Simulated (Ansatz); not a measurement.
This Ansatz 0.2.0 run on NiO needs a look.

input.yaml

```yaml
crystal:
  lattice:
    - [0.0, 2.0859016414, 2.0859016414]
    - [2.0859016414, 0.0, 2.0859016414]
    - [2.0859016414, 2.0859016414, 0.0]
  atoms:
    - { symbol: Ni, position: [0.0, 0.0, 0.0], spin: 1.0 }
    - { symbol: O, position: [0.5, 0.5, 0.5] }
hamiltonian:
  xc: lda
  pseudopotentials: { kind: paw }
magnetization:
  spin_polarized: true
kpoints:
  mp_grid: { grid: [11, 11, 11] }
scf:
  max_iter: 100
output:
  forces: true
  stress: true
  eigenvalues: true
relax:
  f_tol: 0.01
  max_steps: 40
  cell: { stress_tol: 0.05 }
```

Potentials or basis: Ansatz PAW.

Command:

```bash
$ ansatz run input.yaml --threads 2 --pin off --max-ram 5632MiB --backend cpu --events-out ev --progress --plain --runs-dir out
```

Output:

```text
Error: YAML parse error: `scf.occupations.method` is required: fixed only where the cell keeps a band gap throughout the run, explicit beside scf.occupations.values (under evaluate: without them), else a smearing such as fermi_dirac (scf.occupations.width is optional; its entry in the input reference gives the default)
```

How did it end, and where is the flaw?

The program refused the input. The input holds a flaw that was put in on purpose: no occupation method (scf.occupations = left out).
